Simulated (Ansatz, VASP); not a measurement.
# One calculation of Ta, two programs

```
Ta
1.0
     2.87287    0.00000    0.00000
    -1.43643    2.48798    0.00000
     0.00000    0.00000    5.14257
Ta
2
Direct
  0.33333 0.66667 0.25000
  0.66667 0.33333 0.75000
```

Alike in both runs: task single point; functional LDA; k mesh 14 × 14 × 7; occupations fermi-dirac, width 0.1 eV; no spin polarisation.

```csv
,VASP,Ansatz
version,VASP 6.6.1,Ansatz 0.2.0
potentials or method,"VASP PAW LDA potentials, release 64 (Ta_pv)","plane waves (420 eV) with PAW, scalar-relativistic"
plane-wave cutoff (eV),520,420
valence electrons in the cell,22,26
```

Ansatz gave:

```
pressure (GPa)                                  : -7.4
largest component of the traceless stress (GPa) : 0.11
```

Question: Which values does VASP return?

Answer: Pressure (GPa): -6.7; largest component of the traceless stress (GPa): 0.09.

The two sets of potentials don't hold the same shells in valence. Ansatz warned: «pseudo_functional_mismatch».

Spin-orbit coupling is left out, which matters for the levels of Ta.
